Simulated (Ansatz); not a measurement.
# Cobalt, A15 under RPBE: relaxation and energy

Aim: take cobalt in the A15 structure, relax it, then solve it on a dense k-mesh. The start is ferromagnetic. The k-meshes are 6×6×6 for the relaxation; 8×8×8 for the dense run.

Method: DFT RPBE, plane waves (420 eV) with PAW, scalar-relativistic; the PAW data stem from PBE, with regenerated cores, in Ansatz 0.2.0.

## Step 1: The system as given

Symmetry: Pm-3n, No. 223, cubic system. The conventional cell has a = 4.458 Å, b = 4.458 Å, c = 4.458 Å, α = 90.00°, β = 90.00°, γ = 90.00°. Co (site symmetry m-3) is surrounded by 12 Co at 2.49 Å. Co (site symmetry -4m2) is surrounded by 6 Co at 2.23 to 2.49 Å.

Structure file:

```cif
data_structure
_symmetry_space_group_name_H-M 'P 1'
_symmetry_Int_Tables_number 1
_cell_length_a 4.4579
_cell_length_b 4.4579
_cell_length_c 4.4579
_cell_angle_alpha 90.000
_cell_angle_beta 90.000
_cell_angle_gamma 90.000
_cell_volume 88.59
loop_
_atom_site_label
_atom_site_type_symbol
_atom_site_fract_x
_atom_site_fract_y
_atom_site_fract_z
_atom_site_occupancy
Co1 Co 0.00000 0.00000 0.00000 1
Co2 Co 0.50000 0.50000 0.50000 1
Co3 Co 0.25000 0.00000 0.50000 1
Co4 Co 0.75000 0.00000 0.50000 1
Co5 Co 0.50000 0.25000 0.00000 1
Co6 Co 0.50000 0.75000 0.00000 1
Co7 Co 0.00000 0.50000 0.25000 1
Co8 Co 0.00000 0.50000 0.75000 1
```

Starting moments (μB): +1.7 ×8.

## Step 2: Geometry optimisation

The input, input.yaml:

```yaml
crystal:
  lattice:
    - [4.457857647, 0.0, 0.0]
    - [0.0, 4.457857647, 0.0]
    - [0.0, 0.0, 4.457857647]
  atoms:
    - { symbol: Co, position: [0.0, 0.0, 0.0], spin: 1.7 }
    - { symbol: Co, position: [0.5, 0.5, 0.5], spin: 1.7 }
    - { symbol: Co, position: [0.25, 0.0, 0.5], spin: 1.7 }
    - { symbol: Co, position: [0.75, 0.0, 0.5], spin: 1.7 }
    - { symbol: Co, position: [0.5, 0.25, 0.0], spin: 1.7 }
    - { symbol: Co, position: [0.5, 0.75, 0.0], spin: 1.7 }
    - { symbol: Co, position: [0.0, 0.5, 0.25], spin: 1.7 }
    - { symbol: Co, position: [0.0, 0.5, 0.75], spin: 1.7 }
hamiltonian:
  xc: rpbe
  pseudopotentials:
    kind: paw
    azcp:
      Co: "pseudopotentials/Co.paw.azcp"
basis:
  ecutwfc: 420
  fft_grid_basis: typed
kpoints:
  mp_grid: { grid: [6, 6, 6], shift: [0, 0, 0] }
magnetization:
  spin_polarized: true
scf:
  occupations: { method: fermi_dirac, width: 0.05 }
relax:
  max_steps: 60
  f_tol: 0.01
  cell: {}
output:
  write_density: true
  write_potential: true
  elf: true
  volumetric_format: npy
```

On the command line:

```
$ ansatz run input.yaml --threads 4 --pin off --max-ram 8192MiB --backend cpu --events-out ev --progress --plain --runs-dir out
```

What it wrote:

```text
Warning: RAYON_NUM_THREADS=4 ignored (pool sized by the plan → 4); use --threads N
Engine: ansatz 0.2.0, aarch64-unknown-linux-gnu
Pseudopotentials: kind: paw
Pseudopotential: Co, paw, valence charge 17, recommended cutoff 420 eV (normal), <dir>
Functional definition: RPBE
  parameter kappa = 0.804
  parameter beta = 0.06672455060314922
  exchange = rpbe_x(kappa = kappa, mu = beta*pi^2/3)
  correlation = pbe_c(beta = beta)
Crystal: 8 atoms, lattice volume = 88.589 Å³
Basis set: ecut = 420 eV, 1743 PW (Γ), exchange–correlation on 60×60×60 points (8 copies of the dense FFT grid, shifted against one another)
Bands: 90, of which v1, the nominal top of the filled ones, is band 68 counted from 1 (67 counted from 0)
Symmetry: 48 space group operations
Space group: Pm-3n (ITA 223), of the structure as read, at distance tolerance 4.5e-5 Å
Magnetic group: BNS 223.104 (UNI 1606), of the structure as read, at distance tolerance 4.5e-5 Å
k-points: 20 of 216
Non-local potential: Co, projectors of the file, l = 0: 3, l = 1: 2, l = 2: 3, l = 3: 1
PAW form: soft (Blöchl's): semilocal exchange-correlation on the pseudo side does not see the compensation charge
PAW frozen core: Co, regenerated for the run's functional, and the local potential with it (the file was generated under x = pbe(κ = 0.804, μ = 0.2195149727645171), c = pbe(β = 0.06672455060314922))
PAW one-centre angular grid: Co, 590 points (default); XC on 64 Gauss nodes
Initial density: superposition of atomic densities (chi_scale 0.1, normalization cell)
Starting moments: Σ|m| = 13.6 μB on 8 of 8 sites
Initial wavefunctions: pseudopotential atomic-orbital guess
Functional: x = rpbe, c = pbe(β = 0.06672455060314922)
SCF iter   1: F=—  HF=-41043.677374 eV  |F-HF|=—  |Δ(HF+E_count)|=         —  Δρ=1.05e-1 (↑1.42e-2 ↓1.05e-1)  dr2=6.90e0  dr2_m=1.82e0  M=13.902 μB ∫|m|=14.321 μB  β_m=0.30  ethr=3.10e-3  ⟨swp⟩=4.9  Hψ=11186  notcnv=0  defer=94
Mixer restart at iter 1: flushing history
preconditioner: auto → Kerker (q_TF=auto, 2.930 Å⁻¹)  [metal: Δε(μ)=0.007 eV  Ē_g=7.950 eV  σ=0.050 eV  W_gap=0.03  n_scr=32 (ndim 8)  ℏωp=33.5 eV  f_vac=0.000  D(μ)=9.40/eV (n_scr^D=122)]
spin=Collinear: Kerker preconditioning applied to the charge; magnetization (m = ρ↑ − ρ↓) channel mixes plain (no charge-response kernel on spin).
SCF iter   2: F=—  HF=-41042.077677 eV  |F-HF|=—  |Δ(HF+E_count)|=    1.60e0  Δρ=5.27e-2 (↑3.14e-2 ↓5.27e-2)  dr2=5.14e-1  dr2_m=1.36e0  M=14.022 μB ∫|m|=14.628 μB  β_m=0.42  ethr=3.10e-3  ⟨swp⟩=2.5  Hψ=5727  notcnv=0  defer=321
SCF iter   3: F=—  HF=-41045.423011 eV  |F-HF|=—  |Δ(HF+E_count)|=    3.35e0  Δρ=2.85e-2 (↑2.85e-2 ↓1.86e-2)  dr2=9.02e-2  dr2_m=4.25e-1  M=13.991 μB ∫|m|=14.879 μB  β_m=0.64  ethr=3.78e-4  ⟨swp⟩=2.0  Hψ=5390  notcnv=0  defer=321
SCF iter   4: F=—  HF=-41047.479794 eV  |F-HF|=—  |Δ(HF+E_count)|=         —  Δρ=1.74e-2 (↑1.74e-2 ↓7.26e-3)  dr2=3.36e-1  dr2_m=2.29e-2  M=13.867 μB ∫|m|=15.061 μB  β_m=0.64  ethr=6.63e-5  ⟨swp⟩=2.5  Hψ=7090  notcnv=0  defer=324
Mixer restart at iter 4: flushing history
SCF iter   5: F=—  HF=-41047.594403 eV  |F-HF|=—  |Δ(HF+E_count)|=   1.15e-1  Δρ=4.57e-3 (↑3.49e-3 ↓4.57e-3)  dr2=1.50e-2  dr2_m=1.32e-3  M=13.804 μB ∫|m|=15.057 μB  β_m=0.62  ethr=6.63e-5  ⟨swp⟩=2.3  Hψ=7322  notcnv=0  defer=338
SCF iter   6: F=—  HF=-41047.575721 eV  |F-HF|=—  |Δ(HF+E_count)|=   1.87e-2  Δρ=4.18e-3 (↑4.18e-3 ↓3.07e-3)  dr2=3.62e-2  dr2_m=5.13e-4  M=13.773 μB ∫|m|=15.057 μB  β_m=0.65  ethr=1.10e-5  ⟨swp⟩=2.0  Hψ=7016  notcnv=0  defer=338
SCF iter   7: F=—  HF=-41047.575347 eV  |F-HF|=—  |Δ(HF+E_count)|=   3.74e-4  Δρ=1.24e-3 (↑1.24e-3 ↓1.01e-3)  dr2=1.23e-3  dr2_m=7.67e-5  M=13.746 μB ∫|m|=15.066 μB  β_m=0.82  ethr=1.10e-5  ⟨swp⟩=2.3  Hψ=6084  notcnv=0  defer=338
SCF iter   8: F=—  HF=-41047.576220 eV  |F-HF|=—  |Δ(HF+E_count)|=   8.73e-4  Δρ=5.51e-4 (↑4.09e-4 ↓5.51e-4)  dr2=2.97e-4  dr2_m=8.73e-6  M=13.753 μB ∫|m|=15.076 μB  β_m=0.91  ethr=9.07e-7  ⟨swp⟩=2.0  Hψ=6391  notcnv=0  defer=338
SCF iter   9: F=—  HF=-41047.576259 eV  |F-HF|=—  |Δ(HF+E_count)|=   3.86e-5  Δρ=6.05e-4 (↑3.95e-4 ↓6.05e-4)  dr2=4.86e-4  dr2_m=1.09e-5  M=13.753 μB ∫|m|=15.079 μB  β_m=0.65  ethr=2.19e-7  ⟨swp⟩=2.0  Hψ=6350  notcnv=0  defer=338
SCF iter  10: F=—  HF=-41047.576192 eV  |F-HF|=—  |Δ(HF+E_count)|=   6.62e-5  Δρ=5.85e-5 (↑4.39e-5 ↓5.85e-5)  dr2=3.94e-6  dr2_m=1.88e-7  M=13.752 μB ∫|m|=15.079 μB  β_m=0.82  ethr=2.19e-7  ⟨swp⟩=2.0  Hψ=6097  notcnv=0  defer=338
SCF iter  11: F=—  HF=-41047.576194 eV  |F-HF|=—  |Δ(HF+E_count)|=   1.10e-6  Δρ=1.53e-5 (↑1.16e-5 ↓1.53e-5)  dr2=2.87e-7  dr2_m=1.90e-8  M=13.752 μB ∫|m|=15.079 μB  β_m=0.91  ethr=2.89e-9  ⟨swp⟩=2.0  Hψ=6363  notcnv=0  defer=338
SCF iter  12: F=—  HF=-41047.576194 eV  |F-HF|=—  |Δ(HF+E_count)|=   1.03e-7  Δρ=1.01e-5 (↑4.76e-6 ↓1.01e-5)  dr2=1.24e-7  dr2_m=9.45e-9  M=13.752 μB ∫|m|=15.079 μB  β_m=0.96  ethr=2.11e-10  ⟨swp⟩=2.6  Hψ=5881  notcnv=0  defer=338
SCF iter  13: F=—  HF=-41047.576194 eV  |F-HF|=—  |Δ(HF+E_count)|=   7.72e-9  Δρ=3.73e-6 (↑2.02e-6 ↓3.73e-6)  dr2=2.40e-8  dr2_m=6.24e-10  M=13.752 μB ∫|m|=15.079 μB  β_m=0.92  ethr=9.09e-11  ⟨swp⟩=2.1  Hψ=4666  notcnv=0  defer=338
SCF iter  14: F=—  HF=-41047.576194 eV  |F-HF|=—  |Δ(HF+E_count)|=   2.09e-9  Δρ=1.16e-5 (↑1.70e-6 ↓1.16e-5)  dr2=1.28e-7  dr2_m=2.01e-8  M=13.752 μB ∫|m|=15.079 μB  β_m=0.96  ethr=1.76e-11  ⟨swp⟩=2.0  Hψ=4794  notcnv=0  defer=338
SCF iter  15: F=-41047.576194 eV  HF=-41047.576194 eV  |F-HF|=4.85e-8  |Δ(HF+E_count)|=   2.36e-9  Δρ=7.43e-6 (↑1.36e-6 ↓7.43e-6)  dr2=5.55e-8  dr2_m=7.79e-9  M=13.752 μB ∫|m|=15.079 μB  ethr=1.76e-11  ⟨swp⟩=5.0  Hψ=17096  notcnv=0
SCF 1 converged in 15 iterations: F = -41047.576194 eV  dr2 = 5.55e-8
relax step   1: F+E_penalty+E_count = -41047.57619365 eV  Δ(F+E_penalty+E_count) = +0.000e0 eV  max|allowed force component| = 3.236e-17 eV/Å  Δτ_max = 0.0000 Å  P = +6.994 GPa  Ω = 88.589 Å³  (15 SCF iters, dr2 threshold 1.00e-7 eV, accepted)
[... from here on, the SCF cycles and remarks between the steps are left out ...]
relax step   2: F+E_penalty+E_count = -41047.62780841 eV  Δ(F+E_penalty+E_count) = -5.161e-2 eV  max|allowed force component| = 5.320e-17 eV/Å  Δτ_max = 0.0000 Å  P = +2.988 GPa  Ω = 90.320 Å³  energy of the carried Pulay correction = -1.982e-3 eV  (10 SCF iters, dr2 threshold 8.00e-7 eV, accepted)
relax step   3: F+E_penalty+E_count = -41047.63918398 eV  Δ(F+E_penalty+E_count) = -1.138e-2 eV  max|allowed force component| = 5.956e-17 eV/Å  Δτ_max = 0.0000 Å  P = +0.135 GPa  Ω = 91.655 Å³  energy of the carried Pulay correction = -3.486e-3 eV  (10 SCF iters, dr2 threshold 8.00e-7 eV, accepted)
relax step   4: F+E_penalty+E_count = -41047.63914007 eV  Δ(F+E_penalty+E_count) = +4.391e-5 eV  max|allowed force component| = 1.157e-16 eV/Å  Δτ_max = 0.0000 Å  P = +0.003 GPa  Ω = 91.720 Å³  energy of the carried Pulay correction = -3.557e-3 eV  (8 SCF iters, dr2 threshold 4.55e-8 eV, accepted)
relax step   5: F+E_penalty+E_count = -41047.64300136 eV  Δ(F+E_penalty+E_count) = -3.861e-3 eV  max|allowed force component| = 8.899e-17 eV/Å  Δτ_max = 0.0000 Å  P = +0.064 GPa  Ω = 91.720 Å³  stress off target by 6.36e-2 GPa  SCF on the basis re-selected at this cell (its energy is not comparable with the rows above)  (11 SCF iters)
relax step   6: F+E_penalty+E_count = -41047.64297269 eV  Δ(F+E_penalty+E_count) = +2.867e-5 eV  max|allowed force component| = 3.937e-17 eV/Å  Δτ_max = 0.0000 Å  P = +0.001 GPa  Ω = 91.751 Å³  energy of the carried Pulay correction = -3.490e-5 eV  (8 SCF iters, dr2 threshold 1.01e-8 eV, accepted)
relax step   7: F+E_penalty+E_count = -41047.64297269 eV  Δ(F+E_penalty+E_count) = -1.615e-9 eV  max|allowed force component| = 7.273e-17 eV/Å  Δτ_max = 0.0000 Å  P = +0.002 GPa  Ω = 91.751 Å³  stress off target by 1.75e-3 GPa  SCF on the basis re-selected at this cell (its energy is not comparable with the rows above)  (6 SCF iters)
basis re-selected at this cell: Δ(F+E_penalty+E_count) = -1.615e-9 eV, ΔP = +0.001 GPa vs the last step (what re-selecting the basis moved, of the pressure what is left beyond the Pulay correction that the steps carried, after the strain that the cell walked since its last selection, with what the two solves' SCF thresholds leave and, on support functions, any second-order correction that the steps lacked; it is no measure of the basis error at this ecutwfc). This SCF's stress stands 1.75e-3 GPa from its target on what of the cell is left free (relax.cell.stress_tol is 5.00e-2 GPa) and its largest allowed force component is 7.27e-17 eV/Å (relax.f_tol is 1.00e-2 eV/Å): within both
SCF converged after 6 iterations
Magnetization: 13.9565 μB (74.9782 up, 61.0218 down)
Absolute magnetization: 15.3700 μB (∫|ρ↑−ρ↓|, with the PAW one-centre terms)
Spin contamination: 0.2636 ħ² per cell (⟨S²⟩ above its minimum at these occupations)
Per-site moments (μB) at R_I (Å): [(1.7742048545183176, 1.0400445183795188), (1.7742048545183184, 1.0400445183795188), (1.8349915261198826, 0.9302440970890532), (1.8349915261198826, 0.9302440970890532), (1.8349915261198826, 0.9302440970890532), (1.8349915261198833, 0.9302440970890532), (1.8349915261198835, 0.9302440970890532), (1.8349915261198833, 0.9302440970890532)]
Free energy (F): -41047.642973 eV
Harris-Foulkes:  -41047.642973 eV  (|F-HF|=7.28e-12)
Internal energy: -41047.562942 eV  (E = F + TS)
E sigma→0 (E₀):  -41047.602957 eV
Entropy (-TS):   -0.080031 eV (-10.004 meV/atom)
Fermi energy:    17.913296 eV
--- Per-component energies (eV) ---
  E_band       = -2097.462836
  E_kinetic    = 3615.986519
  E_local      = -23383.732499  (includes V_loc(G=0)·N_el)
  E_nonlocal   = 3633.905240
  E_hartree    = 9789.839437
  E_xc         = -1269.112839
  E_vxc        = -1634.708576  (∫ρ·V_xc dr)
  E_paw        = -12163.007841  (= ΣΔE_a)
  E_vpaw       = -3908.593167  (= ΣTr[D̂ρ^β])
  E_aug_tail   = 0.000907  (compensation charges beyond the density's cutoff)
  E_ewald      = -21271.071308
  E_core_change = -0.370558  (= ΣΔE_core)
  E_smearing   = -0.080031  (= −TS)
  E_closure    = -0.000000  (closes the sum)
  Σ components = -41047.642973   (vs F -41047.642973, Δ=0.00e0)
--- Forces (eV/Å), atoms counted from 1 ---
  atom   1  Co    -0.00000000     0.00000000     0.00000000
  atom   2  Co    -0.00000000     0.00000000     0.00000000
  atom   3  Co    -0.00000000     0.00000000     0.00000000
  atom   4  Co     0.00000000    -0.00000000    -0.00000000
  atom   5  Co     0.00000000    -0.00000000    -0.00000000
  atom   6  Co    -0.00000000     0.00000000     0.00000000
  atom   7  Co    -0.00000000     0.00000000     0.00000000
  atom   8  Co     0.00000000    -0.00000000    -0.00000000
  max |Σ_I F_I| component: 4.73e-17 eV/Å
--- Stress (GPa, compression-positive) ---
        0.001747       0.000000      -0.000000
        0.000000       0.001747      -0.000000
       -0.000000      -0.000000       0.001747
  P = ⅓ Tr σ = 0.0017 GPa (0.017 kbar)
--- Band table (eV; the first three rows and the last of 40) ---
  k-point 0 ↑: bands = ["-78.6800", "-78.6633", "-78.6633", "-78.6071", "-78.6071", "-78.6071", "-78.5074", "-78.5039", "-42.0734", "-42.0734", "-42.0453", "-41.9069", "-41.9069", "-41.9069", "-41.8373", "-41.8373", "-41.8373", "-41.8007", "-41.8007", "-41.8007", "-41.7820", "-41.7820", "-41.7820", "-41.6683", "-41.6683", "-41.6683", "-41.6566", "-41.6566", "-41.6566", "-41.6179", "-41.6179", "-41.6179", "8.9378", "12.6288", "12.6288", "13.2529", "13.4059", "13.4059", "13.4059", "13.6750", "13.8842", "13.8842", "13.8842", "14.0519", "14.0519", "14.0519", "14.3022", "14.5052", "14.5052", "14.7241", "14.7241", "15.0295", "15.0295", "15.0295", "15.2608", "15.2608", "15.2608", "15.8088", "15.8088", "15.8088", "15.9549", "15.9549", "15.9549", "16.1454", "16.1454", "16.1747", "16.1747", "16.5922", "16.5922", "16.5922", "16.7563", "16.7563", "16.7563", "18.6613", "18.6613", "18.6613", "20.2216", "20.2216", "20.5004", "25.6374", "25.6374", "25.6374", "26.1560", "26.1560", "26.6253", "26.6253", "26.6253", "27.7345", "27.7345", "27.7345"]
[... 3 lines left out ...]
--- Relaxed structure (5 steps of the walk, 5 accepted, 2 SCFs on fresh bases) ---
  F+E_penalty+E_count = -41047.64297269 eV   max|allowed force component| = 7.273e-17 eV/Å   (the final SCF, on the basis selected at the relaxed cell)
  cell:  # Å, volume = 91.7506 Å³
    - [4.510274410128743, -3.8317981185204374e-34, -2.2669800387058083e-34]
    - [-3.8317981185204374e-34, 4.510274410128743, 0.0]
    - [3.009265538105056e-35, 0.0, 4.510274410128743]
  atoms:
    - { symbol: Co, position: [-7.668820559247955e-35, -3.5039622362018626e-35, 8.49434736436047e-36] }
    - { symbol: Co, position: [0.5, 0.5, 0.5] }
    - { symbol: Co, position: [0.25, 4.304086864283127e-35, 0.5] }
    - { symbol: Co, position: [0.75, 2.503960270511372e-35, 0.5] }
    - { symbol: Co, position: [0.5, 0.25, -1.1813330771627144e-36] }
    - { symbol: Co, position: [0.5, 0.75, 6.019173297924309e-36] }
    - { symbol: Co, position: [2.3893867834517285e-35, 0.5, 0.25] }
    - { symbol: Co, position: [8.149791883521346e-35, 0.5, 0.75] }
```

Wall time 49 s (4 threads of Arm Neoverse V2, shared host); peak memory 0.65 GiB.

The steps of the relaxation:

| step | energy change (meV/atom) | largest force (eV/Å) | pressure (GPa) | volume (Å³/atom) |
| --- | --- | --- | --- | --- |
| 1 | 0.00 | 0.0000 | 6.99 | 11.074 |
| 2 | -6.45 | 0.0000 | 2.99 | 11.290 |
| 3 | -7.87 | 0.0000 | 0.13 | 11.457 |
| 4 | -7.87 | 0.0000 | 0.00 | 11.465 |
| 5 | -8.35 | 0.0000 | 0.06 | 11.465 |
| 6 | -8.35 | 0.0000 | 0.00 | 11.469 |
| 7 | -8.35 | 0.0000 | 0.00 | 11.469 |

Steps that repeat a cell are solved on a basis chosen anew, so their changes of energy are no gain of the relaxation.

The cell of the run, before and after:

|  | before | after | change |
| --- | --- | --- | --- |
| a (Å) | 4.458 | 4.510 | +1.2 % |
| b (Å) | 4.458 | 4.510 | +1.2 % |
| c (Å) | 4.458 | 4.510 | +1.2 % |
| volume (Å³/atom) | 11.074 | 11.469 | +3.6 % |
| shortest distance (Å) | 2.229 | 2.255 | +1.2 % |
| space group (spins left aside) | Pm-3n | Pm-3n | same |

## Step 3: The energy on a finer k-mesh

The input, input.yaml:

```yaml
crystal:
  lattice:
    - [4.5102744101, 0.0, 0.0]
    - [0.0, 4.5102744101, 0.0]
    - [0.0, 0.0, 4.5102744101]
  atoms:
    - { symbol: Co, position: [1.0, 1.0, 0.0], spin: 1.774 }
    - { symbol: Co, position: [0.5, 0.5, 0.5], spin: 1.774 }
    - { symbol: Co, position: [0.25, 0.0, 0.5], spin: 1.835 }
    - { symbol: Co, position: [0.75, 0.0, 0.5], spin: 1.835 }
    - { symbol: Co, position: [0.5, 0.25, 1.0], spin: 1.835 }
    - { symbol: Co, position: [0.5, 0.75, 0.0], spin: 1.835 }
    - { symbol: Co, position: [0.0, 0.5, 0.25], spin: 1.835 }
    - { symbol: Co, position: [0.0, 0.5, 0.75], spin: 1.835 }
hamiltonian:
  xc: rpbe
  pseudopotentials:
    kind: paw
    azcp:
      Co: "pseudopotentials/Co.paw.azcp"
basis:
  ecutwfc: 420
  fft_grid_basis: typed
kpoints:
  mp_grid: { grid: [8, 8, 8], shift: [0, 0, 0] }
magnetization:
  spin_polarized: true
scf:
  occupations: { method: fermi_dirac, width: 0.05 }
```

On the command line:

```
$ ansatz run input.yaml --threads 4 --pin off --max-ram 8192MiB --backend cpu --events-out ev --progress --plain --runs-dir out
```

What it wrote (excerpt; [...] marks lines left out):

```text
Warning: RAYON_NUM_THREADS=4 ignored (pool sized by the plan → 4); use --threads N
[...]
[... 3 set-up lines as earlier in the session ...]
[...]
Crystal: 8 atoms, lattice volume = 91.751 Å³
Basis set: ecut = 420 eV, 1791 PW (Γ)
Bands: 91, of which v1, the nominal top of the filled ones, is band 68 counted from 1 (67 counted from 0)
[... 2 set-up lines as earlier in the session ...]
Magnetic group: BNS 223.104 (UNI 1606), of the structure as read, at distance tolerance 4.5e-5 Å
k-points: 35 of 512
[...]
Starting moments: Σ|m| = 14.558 μB on 8 of 8 sites
[...]
SCF iter   1: F=—  HF=-41044.375146 eV  |F-HF|=—  |Δ(HF+E_count)|=         —  Δρ=1.11e-1 (↑9.88e-3 ↓1.11e-1)  dr2=6.34e0  dr2_m=2.77e0  M=15.251 μB ∫|m|=15.793 μB  β_m=0.30  ethr=3.10e-3  ⟨swp⟩=5.3  Hψ=20117  notcnv=0  defer=112
[...]
spin=Collinear: Kerker preconditioning applied to the charge; magnetization (m = ρ↑ − ρ↓) channel mixes plain (no charge-response kernel on spin).
[...]
SCF iter  14: F=-41047.657424 eV  HF=-41047.657424 eV  |F-HF|=9.80e-9  |Δ(HF+E_count)|=  2.47e-10  Δρ=2.86e-6 (↑1.05e-6 ↓2.86e-6)  dr2=1.06e-8  dr2_m=9.26e-10  M=13.656 μB ∫|m|=15.120 μB  ethr=5.87e-11  ⟨swp⟩=1.0  Hψ=14529  notcnv=0
[...]
SCF converged after 14 iterations
Magnetization: 13.6563 μB (74.8282 up, 61.1718 down)
Absolute magnetization: 15.1242 μB (∫|ρ↑−ρ↓|, with the PAW one-centre terms)
Spin contamination: 0.2638 ħ² per cell (⟨S²⟩ above its minimum at these occupations)
[...]
Free energy (F): -41047.657424 eV
[...]
E sigma→0 (E₀):  -41047.618006 eV
Entropy (-TS):   -0.078836 eV (-9.854 meV/atom)
Fermi energy:    17.910013 eV
[...]
```

It took 15 s on 4 threads of Arm Neoverse V2, shared host; peak memory 0.78 GiB.

## Step 4: Summary of results

```
                      quantity                                  value
space group (spins left aside)                        Pm-3n (No. 223)
             conventional cell                            a = 4.510 Å
                        volume                         11.469 Å³/atom
             shortest distance                                2.255 Å
               gap on the mesh           none (levels filled in part)
                magnetic state  ferromagnetic, up to 1.80 μB per atom
relative to hcp, ferromagnetic                           +86 meV/atom
```

From the guessed start the volume grew by 3.6 % in 7 steps. Against the reference form of cobalt (hcp, ferromagnetic, computed apart with the same settings) it stands 86 meV/atom higher. The final state is ferromagnetic (largest moment 1.80 μB). Levels at the Fermi energy are filled in part, as in a metal. The symmetry was held, so the structure may be unstable against distortions that break it.
